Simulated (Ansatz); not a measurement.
**CdSe under changes of volume**

One of the cells (28.942 Å³/atom); the others are scaled copies at fixed shape and fractional positions:

```
CELL_PARAMETERS angstrom
0.00000 3.07027 3.07027
3.07027 0.00000 3.07027
3.07027 3.07027 0.00000
ATOMIC_POSITIONS crystal
Cd 0.00000 0.00000 0.00000
Se 0.25000 0.25000 0.25000
```

Measurements of this composition are mostly on another form, of space group No. 186.

* Program: Ansatz 0.2.0
* Functional: wPBEh
* Potentials or basis: Ansatz PAW
* Cutoff: 420 eV (not typed: the program's choice for these potentials)
* k mesh: 4 × 4 × 4
* Occupations: fermi-dirac, width 0.05 eV
* Spin: no spin polarisation

```tsv
volume (Å³/atom)	energy over the lowest point (meV/atom)	pressure (GPa)	gap on the mesh (eV)
27.206	22.27	4.0	1.52
27.784	10.33	2.6	1.47
28.363	3.07	1.4	1.42
28.942	0.00	0.3	1.37
29.521	?	?	?
30.100	4.83	-1.6	1.27
30.679	11.86	-2.4	1.22
```

Q: What does the run at 29.521 Å³/atom give?

A: Energy over the lowest point 0.69 meV/atom; pressure -0.7 GPa; gap on the mesh 1.32 eV.

Worked out: A Birch-Murnaghan fit of order 3 (a polynomial in V^(-2/3)) to the other rows has its minimum at 29.11 Å³/atom with B0 = V·E''(V) = 50 GPa and B' = 4.7. It gives 0.74 meV/atom at 29.521 Å³/atom, against the run's 0.69, and -dE/dV = -0.7 GPa, against -0.7. A straight line through the other rows of the gap, of slope -2.5 eV per unit of ln V (its deformation potential), gives 1.32 eV, against the run's 1.32.

Energies are extrapolated to zero smearing.

Caveats: all runs use coarse meshes; the PAW data sets come from PBE, with cores solved anew for the run's functional, which leaves a small shift of forces and pressure; the thresholds are loose for stress.

Spin-orbit coupling on Cd, Se is left out.
